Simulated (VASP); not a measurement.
# VASP 6.6.1 run: SnTe

INCAR

```
SIGMA = 0.02
LWAVE = .FALSE.
ISPIN = 2
ISMEAR = -1
EDIFF = 1E-7
MAGMOM = 0.5 0.5
IBRION = -1
NELM = 120
GGA = PE
ENCUT = 520
LCHARG = .FALSE.
PREC = Accurate
NSW = 0
NBANDS = 17
LASPH = .TRUE.
ISIF = 2
LREAL = .FALSE.
```

KPOINTS

```
KPOINTS created by Atomic Simulation Environment
0
Gamma
8 8 8
0 0 0
```

POSCAR

```
Sn Te
 1.0000000000000000
     0.0000000000000000    3.0617571315999998    3.2052120372999999
     3.0617571315999998    0.0000000000000000    3.2052120372999999
     3.0617571315999998    3.0617571315999998    0.0000000000000000
 Sn  Te
   1   1
Cartesian
  0.0000000000000000  0.0000000000000000  0.0000000000000000
  3.0617571315999994  3.0617571315999994  3.2052120372999999
```

The recommended PBE PAW datasets give the neutral cell 20 valence electrons.

Command

```
mpirun -np 1 vasp_std
```

OSZICAR

```
N       E                     dE             d eps       ncg     rms          rms(c)
DAV:   1     0.127541899624E+03    0.12754E+03   -0.92606E+03  4057   0.132E+03
DAV:   2     0.412756295653E+01   -0.12341E+03   -0.12016E+03  4314   0.338E+02
DAV:   3    -0.708862651531E+01   -0.11216E+02   -0.11108E+02  5009   0.891E+01
DAV:   4    -0.740813870508E+01   -0.31951E+00   -0.31925E+00  4709   0.157E+01
DAV:   5    -0.742079320612E+01   -0.12655E-01   -0.12654E-01  5940   0.303E+00    0.605E+00
DAV:   6    -0.744697653650E+01   -0.26183E-01   -0.11467E-01  5381   0.225E+00    0.349E+00
DAV:   7    -0.744927176882E+01   -0.22952E-02   -0.32901E-02  4662   0.124E+00    0.194E+00
DAV:   8    -0.745069668227E+01   -0.14249E-02   -0.62293E-03  4738   0.585E-01    0.669E-01
DAV:   9    -0.745074002944E+01   -0.43347E-04   -0.68619E-04  4784   0.197E-01    0.192E-01
DAV:  10    -0.745081428062E+01   -0.74251E-04   -0.42482E-04  5091   0.135E-01    0.498E-02
DAV:  11    -0.745085064885E+01   -0.36368E-04   -0.52126E-05  4887   0.538E-02    0.230E-02
DAV:  12    -0.745086025538E+01   -0.96065E-05   -0.91513E-06  4876   0.213E-02    0.129E-02
DAV:  13    -0.745086362586E+01   -0.33705E-05   -0.42277E-06  4516   0.132E-02    0.520E-03
DAV:  14    -0.745086322271E+01    0.40315E-06   -0.57622E-07  5155   0.758E-03    0.178E-03
DAV:  15    -0.745086323400E+01   -0.11292E-07   -0.42846E-08  3226   0.197E-03
   1 F= -.74508632E+01 E0= -.74508619E+01  d E =-.271395E-05  mag=    -0.0000
```

Standard output (part)

```
POSCAR found type information on POSCAR SnTe
 POSCAR found :  2 types and       2 ions
 LDA part: xc-table for (Slater+PW92), standard interpolation
 POSCAR, INCAR and KPOINTS ok, starting setup
 WAVECAR not read
 entering main loop
```

It converged. Results: pressure 4.8 GPa; magnetic moment of the cell 0.00 μB.

For comparison, a separate PBE run of the intended cell, on usual settings and not on those above, gives a gap of 0.34 eV on its mesh and a pressure of 4.8 GPa.

The run above took about 2.2 min on one core of a shared host (Intel Xeon Platinum 8488C) and held 0.28 GiB at most.
